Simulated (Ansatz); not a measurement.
Effect of 1 layer on Sb2Te3

The reference is Sb$_{2}$Te$_{3}$ in the Bi2Te3 type structure (space group R-3m, No. 166; a = 4.210 Å, c = 29.190 Å (hexagonal axes)).

Now apply this change: a free-standing slab of 1 layer (5 atoms, 5 a layer) is cut normal to the stacking axis, with 15 Å of vacuum and the in-plane cell relaxed.

Computed with Ansatz (a first-principles code) PBEsol-D3(BJ), no SOC. Γ-centred 9×9×1 mesh, Fermi–Dirac width 0.05 eV, for the changed cell.

The layer's space group (with vacuum) is P-3m1 (No. 164) and the band gap changes from zero to 0.74 eV. The gap character amounts to indirect, K–Γ (85 % along) → Γ and the smallest direct gap goes from zero to 0.89 eV. The electron mass (in plane) is 0.093 mₑ (at Γ) and the excess energy per area of both faces (slab less bulk energy over the cell's area: twice a surface energy) comes out as 0.79 J/m² (uncertain by up to 0.05 J/m²). The thickness between the outermost nuclei is 7.35 Å and the in-plane lattice parameter a shrinks by 0.071 bohr to 7.886 bohr.

Final structure:

```
CELL_PARAMETERS angstrom
      4.17309     0.00000     0.00000
      2.08655     3.61400     0.00000
      0.00000     0.00000    22.29683
ATOMIC_POSITIONS crystal
  Te 0.66667 0.16667 0.33527
  Sb 0.00000 0.50000 0.41207
  Te 0.33333 0.83333 0.50000
  Sb 0.66667 0.16667 0.58793
  Te 0.00000 0.50000 0.66473
```

Cost of the whole job for the changed cell (relaxation, final SCF and bands): roughly 3 core-minutes.

The excess energy carries the mismatch between the slab's and the bulk's meshes. Spin-orbit coupling, missing from the scalar runs, can matter with Sb and Te. Masses are band curvatures over ±0.01 Å⁻¹ around the edge. Stability against distortions was not tested. The final runs are not spin-polarised. Gaps under 0.05 eV, about the width of the smearing, are given as zero. The zero or small gap of Sb2Te3 can change with the level of theory. Labels are those of the standard path for the cell's own space group.
